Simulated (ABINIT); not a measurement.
## Te2Mo: band structure with RPBE

**The experiment to reproduce.**

“Broadband infrared study of pressure-tunable Fano resonance and metallization transition in 2H-MoTe2”, 2022, pmc:9569381 quotes, for a bulk crystal of Te2Mo at 300 K: band gap 0.88 ± 0.05 eV (indirect).

Te2Mo:

```
Te Mo
1.0
     3.51820    0.00000    0.00000
    -1.75910    3.04685    0.00000
     0.00000    0.00000   13.97360
Te Mo
4 2
Direct
  0.66667 0.33333 0.37900
  0.33333 0.66667 0.87900
  0.66667 0.33333 0.12100
  0.33333 0.66667 0.62100
  0.66667 0.33333 0.75000
  0.33333 0.66667 0.25000
```

```yaml
Program: ABINIT 10.8.3 (patched build)
Task: band structure
Functional: RPBE
Potentials_or_basis: JTH PAW PBE v2.0
Cutoff: 408 eV
k_mesh: 9 × 9 × 2
Occupations: fermi-dirac, width 0.05 eV
Spin: no spin polarisation
Fine-grid_cutoff: 816.342 eV
```

| Property | Result |
| --- | --- |
| Pressure | 5.7 GPa |
| Largest force | 0.371 eV/Å |
| Band gap on the k mesh | 0.77 eV, indirect (least direct gap 1.04 eV) |
| Band gap along the path | 0.69 eV, indirect (least direct gap 1.04 eV) |
| Valence electrons inside the program's atomic spheres | Te 3.17, 3.16; Mo 11.26 |

Forces in eV/Å, atoms in the order of the input:
```
Te   0.000  0.000  0.371
Te   0.000  0.000  0.371
Te   0.000  0.000 -0.371
Te   0.000  0.000 -0.371
Mo   0.000  0.000  0.000
Mo   0.000  0.000  0.000
```

Stress tensor (GPa, compression positive):
```
5.35 0.00 0.00
0.00 5.35 0.00
0.00 0.00 6.31
```

Levels at the corners of the path, in eV from the valence-band top:
| point | band 22 | band 23 | band 24 | band 25 | band 26 | band 27 | band 28 | band 29 | band 30 | band 31 |
| --- | --- | --- | --- | --- | --- | --- | --- | --- | --- | --- |
| Γ | -1.07 | -1.04 | -1.04 | -0.39 | 0.00 | 2.86 | 2.86 | 2.98 | 2.98 | 3.06 |
| M | -1.86 | -1.06 | -0.98 | -0.65 | -0.37 | 1.26 | 1.32 | 1.43 | 1.76 | 2.59 |
| K | -3.20 | -1.89 | -1.89 | -0.31 | -0.08 | 0.96 | 0.96 | 1.12 | 2.14 | 2.28 |
| Γ | -1.07 | -1.04 | -1.04 | -0.39 | 0.00 | 2.86 | 2.86 | 2.98 | 2.98 | 3.06 |
| A | -1.06 | -1.06 | -1.06 | -0.10 | -0.10 | 2.89 | 2.89 | 2.89 | 2.89 | 3.22 |
| L | -1.98 | -1.00 | -1.00 | -0.51 | -0.51 | 1.28 | 1.28 | 1.61 | 1.61 | 3.03 |
| H | -2.82 | -2.05 | -2.05 | -0.22 | -0.22 | 0.97 | 0.97 | 1.59 | 1.59 | 2.35 |
| A | -1.06 | -1.06 | -1.06 | -0.10 | -0.10 | 2.89 | 2.89 | 2.89 | 2.89 | 3.22 |

It took 7.4 min on 1 thread of Arm Neoverse V2, on a shared host, peak memory 0.4 GiB.

A measured gap of Te2Mo is 0.88 eV (indirect; 300 K; quoted in “Broadband infrared study of pressure-tunable Fano resonance and metallization transition in 2H-MoTe2”, 2022, pmc:9569381); the calculated 0.69 eV misses it by -0.19 eV. Spin-orbit coupling on Mo, Te is left out. The value is that of RPBE, without temperature or zero-point motion. Semilocal functionals fall short of measured gaps as a rule.

Caveat: the PAW data sets were made with another functional, which shifts forces and pressure a little; spin-orbit coupling is left out, which moves the levels of the heavy elements; this functional lacks dispersion, which binds the layers, so the pressure and a relaxed spacing across them are unreliable.
